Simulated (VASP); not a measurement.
# CdSe (Fm-3m) in VASP: notebook

One crystal, CdSe, is run at these levels: LDA; tasks: single point.

All numbers are computed with VASP 6.6.1; they aren't measurements. Logs are shortened: lines on timing, memory, paths and dates and some standing lists are left out, and cuts for length are marked.

**1. The cell of the first run**

Symmetry: Fm-3m, No. 225, cubic system. The conventional cell has a = 5.575 Å, b = 5.575 Å, c = 5.575 Å, α = 90.00°, β = 90.00°, γ = 90.00°. Around Cd (site symmetry m-3m) lie 6 Se at 2.79 Å. Se (site symmetry m-3m) is surrounded by 6 Cd at 2.79 Å.

Measurements of this composition are mostly on another form, of space group No. 186.

**2. Single point, LDA (strain -0.030 along x and y, -0.030 along z, atoms carried along)**

The input, INCAR:

```
SYSTEM = CdSe
PREC     = Accurate       ! precision mode
ENCUT    = 520            ! plane-wave cutoff, eV
EDIFF    = 1E-6           ! SCF threshold, eV
ISMEAR   = 0              ! smearing method
SIGMA    = 0.15           ! smearing width, eV
LREAL    = .False.        ! projectors in reciprocal space
LASPH    = .True.         ! aspherical terms in the spheres
NELM     = 100            ! most SCF steps
ALGO     = Normal         ! electronic algorithm
ISIF     = 2              ! what is computed and relaxed
LWAVE    = .False.        ! write WAVECAR
LCHARG   = .False.        ! write CHGCAR
GGA      = CA             ! functional
NBANDS   = 16             ! bands
```

The input, KPOINTS:

```
Automatic mesh
0
Gamma
  14 14 14
  0 0 0
```

The input, POSCAR:

```
CdSe
1.0
    0.0000000000      2.7877392600      2.7877392600
    2.7877392600      0.0000000000      2.7877392600
    2.7877392600      2.7877392600      0.0000000000
Cd Se
1 1
Direct
    0.0000000000      0.0000000000      0.0000000000
    0.5000000000      0.5000000000      0.5000000000
```

Potentials or basis: VASP PAW LDA potentials, release 64 (Cd, Se).

On the command line:

```console
$ cat potpaw_LDA.64/Cd/POTCAR potpaw_LDA.64/Se/POTCAR > POTCAR
$ mpirun -np 1 vasp_std > vasp.out
```

OUTCAR:

```text
SYSTEM = CdSe
   PREC = Accurate
   ENCUT = 520
   EDIFF = 1E-6
   ISMEAR = 0
   LREAL = .False.
   LASPH = .True.
   NELM = 100
   ISIF = 2
   GGA = CA

 ion  position               nearest neighbor table
   1  0.000  0.000  0.000-   2 2.79   2 2.79   2 2.79   2 2.79   2 2.79   2 2.79
   2  0.500  0.500  0.500-   1 2.79   1 2.79   1 2.79   1 2.79   1 2.79   1 2.79

  LATTYP: Found a face centered cubic cell.
 ALAT       =     5.5754785200

  Lattice vectors:

 A1 = (   0.0000000000,   2.7877392600,   2.7877392600)
 A2 = (   2.7877392600,   0.0000000000,   2.7877392600)
 A3 = (   2.7877392600,   2.7877392600,   0.0000000000)

Analysis of symmetry for initial positions (statically):
=====================================================================
 Subroutine PRICEL returns:
 Original cell was already a primitive cell.

 Routine SETGRP: Setting up the symmetry group for a
 face centered cubic supercell.

 Subroutine GETGRP returns: Found 48 space group operations
 (whereof 48 operations were pure point group operations)
 out of a pool of 48 trial point group operations.

The static configuration has the point symmetry O_h .

Analysis of symmetry for dynamics (positions and initial velocities):
=====================================================================
 Subroutine PRICEL returns:
 Original cell was already a primitive cell.

 Routine SETGRP: Setting up the symmetry group for a
 face centered cubic supercell.

 Subroutine GETGRP returns: Found 48 space group operations
 (whereof 48 operations were pure point group operations)
 out of a pool of 48 trial point group operations.

The dynamic configuration has the point symmetry O_h .

 Subroutine INISYM returns: Found 48 space group operations
 (whereof 48 operations are pure point group operations),
 and found     1 'primitive' translations

----------------------------------------------------------------------------------------

                                     Primitive cell

  volume of cell :      43.3298

  direct lattice vectors                    reciprocal lattice vectors
     0.000000000  2.787739260  2.787739260    -0.179356803  0.179356803  0.179356803
     2.787739260  0.000000000  2.787739260     0.179356803 -0.179356803  0.179356803
     2.787739260  2.787739260  0.000000000     0.179356803  0.179356803 -0.179356803

  length of vectors
     3.942458670  3.942458670  3.942458670     0.310655095  0.310655095  0.310655095

  position of ions in fractional coordinates (direct lattice)
     0.000000000  0.000000000  0.000000000
     0.500000000  0.500000000  0.500000000

  ion indices of the primitive-cell ions
   primitive index   ion index
                 1           1
                 2           2

----------------------------------------------------------------------------------------

 KPOINTS: Automatic mesh

Automatic generation of k-mesh.
 Grid dimensions read from file:
 generate k-points for:   14   14   14

 Generating k-lattice:

  Cartesian coordinates                     Fractional coordinates (reciprocal lattice)
    -0.012811200  0.012811200  0.012811200     0.071428571  0.000000000  0.000000000
     0.012811200 -0.012811200  0.012811200     0.000000000  0.071428571  0.000000000
     0.012811200  0.012811200 -0.012811200     0.000000000  0.000000000  0.071428571

  Length of vectors
     0.022189650  0.022189650  0.022189650

  Shift w.r.t. Gamma in fractional coordinates (k-lattice)
     0.000000000  0.000000000  0.000000000

 Subroutine IBZKPT returns following result:
 ===========================================

 Found    104 irreducible k-points:

 Following reciprocal coordinates:
            Coordinates               Weight
  0.000000  0.000000  0.000000      1.000000
  0.071429  0.000000  0.000000      8.000000
  0.142857  0.000000  0.000000      8.000000
  0.214286  0.000000  0.000000      8.000000
  0.285714  0.000000  0.000000      8.000000
  0.357143  0.000000  0.000000      8.000000
[... 16 lines left out ...]
  0.214286  0.142857  0.000000     24.000000
  0.285714  0.142857  0.000000     24.000000
 [... further k-points ...]
   k-points           NKPTS =    104   k-points in BZ     NKDIM =    104   number of bands    NBANDS=     16
   number of dos      NEDOS =    301   number of ions     NIONS =      2
   total plane-waves  NPLWV =  27000
   dimension x,y,z NGX =    30 NGY =   30 NGZ =   30
   dimension x,y,z NGXF=    60 NGYF=   60 NGZF=   60
   ions per type =               1   1
   NGX,Y,Z   is equivalent  to a cutoff of  12.65, 12.65, 12.65 a.u.
   NGXF,Y,Z  is equivalent  to a cutoff of  25.30, 25.30, 25.30 a.u.
 SYSTEM =  CdSe
   PREC   = accura    normal or accurate (medium, high low for compatibility)
   ISTART =      0    job   : 0-new  1-cont  2-samecut
   ICHARG =      2    charge: 1-file 2-atom 10-const
   ISPIN  =      1    spin polarized calculation?
   LNONCOLLINEAR =      F non collinear calculations
   LSORBIT =      F    spin-orbit coupling
   LASPH  =      T    aspherical Exc in radial PAW
   ENCUT  =  520.0 eV  38.22 Ry    6.18 a.u.   7.33  7.33  7.33*2*pi/ulx,y,z
   NELM   =    100;   NELMIN=  2; NELMDL= -5     # of ELM steps
   EDIFF  = 0.1E-05   stopping-criterion for ELM
   LREAL  =      F    real-space projection
   EDIFFG = 0.1E-04   stopping-criterion for IOM
   NSW    =      0    number of steps for IOM
   IBRION =     -1    ionic relax: 0-MD 1-quasi-New 2-CG
   NFREE  =      0    steps in history (QN), initial steepest desc. (CG)
   ISIF   =      2    stress and relaxation
   ISYM   =      2    0-nonsym 1-usesym 2-fastsym
   POTIM  = 0.5000    time-step for ionic-motion
   TEBEG  =    0.0;   TEEND  =   0.0 temperature during run
   PSTRESS=    0.0 pullay stress
   NELECT =      18.0000    total number of electrons
   NUPDOWN=      -1.0000    fix difference up-down
   EMIN   =  10.00;   EMAX   =-10.00  energy-range for DOS
   EFERMI =   0.00;   METHOD = LEGACY
   ISMEAR =     0;   SIGMA  =   0.15  broadening in eV -4-tet -1-fermi 0-gaus
   EFERMI_NEDOS =   21; number of points for ismear=-14 and -15
   IALGO  =     38    algorithm
   IMIX   =      4    mixing-type and parameters
     AMIX     =   0.40;   BMIX     =  1.00
     AMIX_MAG =   1.60;   BMIX_MAG =  1.00
  volume/ion in A,a.u.               =      21.66       146.20
  Fermi-wavevector in a.u.,A,eV,Ry     =   1.221528  2.308354 20.301678  1.492131
  Thomas-Fermi vector in A             =   2.356707
   LORBIT       =      0    0 simple, 1 ext, 2 COOP (PROOUT), +10 PAW based schemes
   GGA     = CA    functional components
   LHFCALC =     F    Hartree Fock is set to
   AEXX    =    0.0000 exact exchange contribution
   IVDW    =     0    specifies the selected vdW correction
   LEPSILON=     F    determine dielectric tensor
   LRPA    =     F    only Hartree local field effects (RPA)
 non-spin polarized calculation
 Gauss-broadening in eV      SIGMA  =   0.15
  energy-cutoff  :      520.00
  volume of cell :       43.33
 maximum number of plane-waves:      1211
 NGX is ok and might be reduce to    30
   NGX = 15   NGY = 15   NGZ = 15

 number of electron      18.0000000 magnetization

 Free energy of the ion-electron system (eV)
  ---------------------------------------------------
  ext. energy  EPLUGINS =         0.00000000
  ---------------------------------------------------
  free energy    TOTEN  =        -6.60486865 eV

  energy without entropy =       -6.59985837  energy(sigma->0) =       -6.60236351

 E-fermi :   3.0763     XC(G=0): -10.7590

 val. band max:        3.0518719702   @ k =  -0.4286   0.5000   0.0714
 cond. band min:       3.2571121458   @ k =   0.5000   0.4286   0.0714
 fundamental gap:      0.2052401756
 Fermi energy:         3.0763466591

 k-point     1 :       0.0000    0.0000    0.0000
  band No.  band energies     occupation
      1     -10.4915      2.00000
      2      -5.0833      2.00000
      3      -5.0833      2.00000
      4      -5.0612      2.00000
      5      -5.0612      2.00000
      6      -5.0612      2.00000
[... 8 lines left out ...]
     15      13.0690      0.00000
     16      13.0690      0.00000

 k-point     2 :       0.0714    0.0000    0.0000
  band No.  band energies     occupation
      1     -10.4471      2.00000
      2      -5.0972      2.00000
      3      -5.0972      2.00000
      4      -5.0657      2.00000
      5      -5.0538      2.00000
      6      -5.0538      2.00000
[... 8 lines left out ...]
     15      12.6815      0.00000
     16      12.9401      0.00000

 k-point     3 :       0.1429    0.0000    0.0000
  band No.  band energies     occupation
      1     -10.3182      2.00000
      2      -5.1394      2.00000
      3      -5.1394      2.00000
      4      -5.0806      2.00000
      5      -5.0294      2.00000
      6      -5.0294      2.00000
[... 8 lines left out ...]
     15      12.6286      0.00000
     16      12.7079      0.00000

 k-point     4 :       0.2143    0.0000    0.0000
  band No.  band energies     occupation
      1     -10.1181      2.00000
      2      -5.2002      2.00000
      3      -5.2002      2.00000
      4      -5.1094      2.00000
      5      -4.9927      2.00000
      6      -4.9927      2.00000
[... 8 lines left out ...]
     15      13.0753      0.00000
     16      13.0753      0.00000
[... 324 lines left out ...]
 k-point    22 :       0.1429    0.1429    0.0000
  band No.  band energies     occupation
      1     -10.2709      2.00000
      2      -5.2002      2.00000
      3      -5.0887      2.00000
      4      -5.0644      2.00000
      5      -5.0276      2.00000
      6      -5.0276      2.00000
[... 8 lines left out ...]
     15      14.6850      0.00000
     16      14.6850      0.00000

 k-point    23 :       0.2143    0.1429    0.0000
  band No.  band energies     occupation
      1     -10.1356      2.00000
      2      -5.2406      2.00000
      3      -5.1026      2.00000
      4      -5.0850      2.00000
      5      -5.0065      2.00000
      6      -4.9907      2.00000
[... 8 lines left out ...]
     15      14.7087      0.00000
     16      14.7595      0.00000

 k-point    24 :       0.2857    0.1429    0.0000
  band No.  band energies     occupation
      1      -9.9454      2.00000
      2      -5.2733      2.00000
      3      -5.1349      2.00000
      4      -5.1203      2.00000
      5      -4.9774      2.00000
      6      -4.9440      2.00000
[... 8 lines left out ...]
     15      14.7006      0.00000
     16      14.9720      0.00000

 [... further k-points ...]
[... 5 lines left out ...]
  --------------------------------------------------------------------------------------
  -------------------------------------------------------------------------------------
  Total        0.0473118      0.0473118      0.0473118      0.0000000      0.0000000      0.0000000
  in kB        1.7494181      1.7494181      1.7494181      0.0000000      0.0000000      0.0000000
  external PRESSURE =       1.7494181 kB  Pullay stress =       0.0000000 kB

 VOLUME and BASIS-vectors are now :
 -----------------------------------------------------------------------------
  energy-cutoff  :      520.00
  volume of cell :       43.33
      direct lattice vectors                 reciprocal lattice vectors
     0.000000000  2.787739260  2.787739260    -0.179356803  0.179356803  0.179356803
     2.787739260  0.000000000  2.787739260     0.179356803 -0.179356803  0.179356803
     2.787739260  2.787739260  0.000000000     0.179356803  0.179356803 -0.179356803

 POSITION                                       TOTAL-FORCE (eV/Angst)
 -----------------------------------------------------------------------------------
      0.00000      0.00000      0.00000         0.000000      0.000000      0.000000
      2.78774      2.78774      2.78774         0.000000      0.000000      0.000000
 -----------------------------------------------------------------------------------
    total drift:                               -0.000000      0.000000      0.000000

  FREE ENERGIE OF THE ION-ELECTRON SYSTEM (eV)
  ---------------------------------------------------
  free  energy   TOTEN  =        -6.6048686450 eV

  energy  without entropy=       -6.5998583733  energy(sigma->0) =       -6.60236351
```

Wall time 26 s (1 thread of Intel Xeon 6975P-C (Granite Rapids), shared host); peak memory 0.2 GiB.

What came out:

* Free energy: -6.6049 eV
* Pressure: 0.2 GPa
* Band gap on the k mesh: none (metal or under the smearing width)

**3. Single point, LDA (strain +0.000 along x and y, -0.030 along z, atoms carried along)**

The input, INCAR:

```
PREC = Accurate
ENCUT = 520
EDIFF = 1E-6
ISMEAR = 0
SIGMA = 0.15
LREAL = F
LASPH = T
NELM = 100
ALGO = Fast
ISIF = 2
LWAVE = F
LCHARG = F
NBANDS = 16
```

The input, KPOINTS:

```
regular mesh
0
Gamma
  14 14 14
```

The input, POSCAR:

```
CdSe
1.0
    0.0000000000      2.8739580000      2.7877392600
    2.8739580000      0.0000000000      2.7877392600
    2.8739580000      2.8739580000      0.0000000000
Cd Se
1 1
Direct
    0.0000000000      0.0000000000      0.0000000000
    0.5000000000      0.5000000000      0.5000000000
```

Potentials or basis: VASP PAW LDA potentials, release 64 (Cd, Se).

On the command line:

```console
$ cat potpaw_LDA.64/Cd/POTCAR potpaw_LDA.64/Se/POTCAR > POTCAR
$ mpirun -np 1 vasp_std > vasp.out
```

It took 58 s on 1 thread of Intel Xeon 6975P-C (Granite Rapids), shared host; peak memory 0.3 GiB.

Results (log left out):

| Item | Value |
| --- | --- |
| Free energy | -6.5647 eV |
| Pressure | -3.9 GPa |
| Band gap on the k mesh | none (metal or under the smearing width) |

Stress tensor (GPa, compression positive):
```
-4.56  0.00  0.00
 0.00 -4.56  0.00
 0.00  0.00 -2.56
```

Levels at points of the mesh, in eV from the Fermi level:
```
           k point  band 5  band 6  band 7  band 8  band 9  band 10  band 11  band 12  band 13  band 14
(0.00, 0.00, 0.00)   -8.01   -7.97   -0.85   -0.64   -0.64    -0.05     8.57     8.57     8.72     9.40
(0.50, 0.00, 0.00)   -7.84   -7.84   -5.19   -0.15   -0.01     2.81     4.95     5.25     5.96    11.17
(0.50, 0.50, 0.00)   -7.79   -7.23   -4.37   -2.29   -2.29    -0.76     5.23     9.89    10.16    10.16
(0.50, 0.00, 0.50)   -7.78   -7.28   -4.35   -2.34   -2.04    -0.64     5.40     9.61     9.94    10.74
```

**4. Single point, LDA (strain +0.000 along x and y, +0.030 along z, atoms carried along)**

The input, INCAR:

```
PREC = Accurate ; ENCUT = 520
EDIFF = 1E-6 ; ISMEAR = 0
SIGMA = 0.15 ; LREAL = False
LASPH = True ; NELM = 100
ALGO = Fast ; ISIF = 2
LWAVE = False ; LCHARG = False
GGA = CA ; NBANDS = 16
```

The input, KPOINTS:

```
Automatic mesh
0
Gamma
  14 14 14
```

The input, POSCAR:

```
CdSe
1.0
    0.0000000000      2.8739580000      2.9601767400
    2.8739580000      0.0000000000      2.9601767400
    2.8739580000      2.8739580000      0.0000000000
Cd Se
1 1
Direct
    0.0000000000      0.0000000000      0.0000000000
    0.5000000000      0.5000000000      0.5000000000
```

On the command line:

```console
$ cat potpaw_LDA.64/Cd/POTCAR potpaw_LDA.64/Se/POTCAR > POTCAR
$ mpirun -np 1 vasp_std > vasp.out
```

Wall time 52 s (1 thread of Intel Xeon 6975P-C (Granite Rapids), shared host); peak memory 0.3 GiB.

The run converged. Its results:

| Property | Result |
| --- | --- |
| Free energy | -6.4681 eV |
| Pressure | -6.9 GPa |
| Band gap on the k mesh | none (metal or under the smearing width) |

Stress tensor (GPa, compression positive):
```
-6.55  0.00  0.00
 0.00 -6.55  0.00
 0.00  0.00 -7.55
```

Levels at points of the mesh, in eV from the Fermi level:
```tsv
k point	band 6	band 7	band 8	band 9	band 10	band 11	band 12	band 13
(0.00, 0.00, 0.00)	-7.86	-0.68	-0.68	-0.50	-0.28	8.46	8.62	8.62
(0.50, 0.00, 0.00)	-7.74	-4.89	-0.15	-0.02	2.84	4.99	5.23	5.50
(0.50, 0.50, 0.00)	-7.30	-3.96	-1.95	-1.95	-0.60	5.52	9.08	9.96
(0.50, 0.00, 0.50)	-7.25	-3.99	-2.18	-1.89	-0.70	5.37	9.37	9.44
```

**5. Single point, LDA (strain -0.030 along x and y, +0.030 along z, atoms carried along)**

The input, INCAR:

```
SYSTEM = CdSe
ALGO     = Fast           ! electronic algorithm
EDIFF    = 1E-7           ! SCF threshold, eV
ENCUT    = 520            ! plane-wave cutoff, eV
GGA      = CA             ! functional
ISIF     = 2              ! what is computed and relaxed
ISMEAR   = 0              ! smearing method
LASPH    = .TRUE.         ! aspherical terms in the spheres
LCHARG   = .FALSE.        ! write CHGCAR
LREAL    = .FALSE.        ! projectors in reciprocal space
LWAVE    = .FALSE.        ! write WAVECAR
NBANDS   = 16             ! bands
NELM     = 100            ! most SCF steps
PREC     = Accurate       ! precision mode
SIGMA    = 0.15           ! smearing width, eV
```

The input, KPOINTS:

```
k-points
0
G
  14 14 14
  0 0 0
```

The input, POSCAR:

```
CdSe
1.0
    0.0000000000      2.7877392600      2.9601767400
    2.7877392600      0.0000000000      2.9601767400
    2.7877392600      2.7877392600      0.0000000000
Cd Se
1 1
Direct
    0.0000000000      0.0000000000      0.0000000000
    0.5000000000      0.5000000000      0.5000000000
```

On the command line:

```console
$ cat potpaw_LDA.64/Cd/POTCAR potpaw_LDA.64/Se/POTCAR > POTCAR
$ mpirun -np 1 vasp_std > vasp.out
```

Wall time 64 s (1 thread of Intel Xeon 6975P-C (Granite Rapids), shared host); peak memory 0.3 GiB.

Results (log left out):

```yaml
Free_energy: -6.5520 eV
Pressure: -3.5 GPa
Band_gap_on_the_k_mesh: none (metal or under the smearing width)
```

Stress tensor (GPa, compression positive):
```
-2.40  0.00  0.00
 0.00 -2.40  0.00
 0.00  0.00 -5.69
```

Levels at points of the mesh, in eV from the Fermi level:
```tsv
k point	band 6	band 7	band 8	band 9	band 10	band 11	band 12	band 13
(0.00, 0.00, 0.00)	-8.01	-0.87	-0.87	-0.52	-0.06	8.39	8.67	8.72
(0.50, 0.00, 0.00)	-7.87	-5.23	-0.27	0.05	2.76	4.86	5.34	5.99
(0.50, 0.50, 0.00)	-7.36	-4.36	-2.14	-2.14	-0.52	5.53	9.30	10.50
(0.50, 0.00, 0.50)	-7.25	-4.42	-2.62	-2.03	-0.78	5.22	9.39	9.84
```

**6. Overview**

```tsv
cell	gap on the mesh (eV)	pressure (GPa)
strain -0.030 along x and y, -0.030 along z, atoms carried along	none	0.2
strain +0.000 along x and y, -0.030 along z, atoms carried along	none	-3.9
strain +0.000 along x and y, +0.030 along z, atoms carried along	none	-6.9
strain -0.030 along x and y, +0.030 along z, atoms carried along	none	-3.5
```

Alike in all rows: task single point; level LDA; potentials or basis VASP PAW LDA potentials, release 64 (Cd, Se); no spin polarisation; k mesh 14 × 14 × 14; cutoff (eV) 520; smearing gaussian 0.15 eV.

Total energies depend on the potentials used, so only differences within one code and one set of settings carry meaning.
